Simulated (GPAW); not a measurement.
Here is a GPAW 26.7.0 calculation.

The input run.py:

```python
from ase.dft.bandgap import bandgap
from ase.io import read, write
from ase.units import GPa
from gpaw import GPAW, PW

atoms = read('TiAl.xyz')

calc = GPAW(mode=PW(600),
            xc='PBE',
            kpts={'size': (8, 8, 8), 'gamma': True},
            occupations={'name': 'fermi-dirac', 'width': 0.05},
            nbands=17,
            convergence={'density': 1e-05, 'energy': 1e-05},
            maxiter=150,
            txt='gpaw.txt')
atoms.calc = calc
energy = atoms.get_potential_energy()
forces = atoms.get_forces()
stress = atoms.get_stress()
calc.write('gs.gpw')
write('result.traj', atoms)
print(f'Energy: {energy:.6f} eV')
print('Forces (eV/A):')
print(forces.round(4))
print('Stress (GPa):', (stress / GPa).round(3))
print('Fermi level:', round(calc.get_fermi_level(), 4), 'eV')
print(f'Gap: {bandgap(calc)[0]:.4f} eV, direct: {bandgap(calc, direct=True)[0]:.4f} eV')
```

The input TiAl.xyz:

```xyz
2
Lattice="3.1790640000 0.0000000000 0.0000000000 0.0000000000 3.1790640000 0.0000000000 0.0000000000 0.0000000000 3.1790640000" Properties=species:S:1:pos:R:3 pbc="T T T"
Ti    -0.0036368492      0.0240973051      0.0054171251
Al     1.6191131905      1.6101005441      1.5915061987
```

Potentials or basis: GPAW PAW data sets (gpaw-data 1.2.1), pw.

The run is started by

```sh
$ OMP_NUM_THREADS=1 python run.py
```

(1) Predict the pressure.

(2) What does it give for the largest force?

(3) Estimate the band gap on the k mesh.

Results:

(1) 0.8 GPa.

(2) 0.214 eV/Å.

(3) none (metal or under the smearing width).
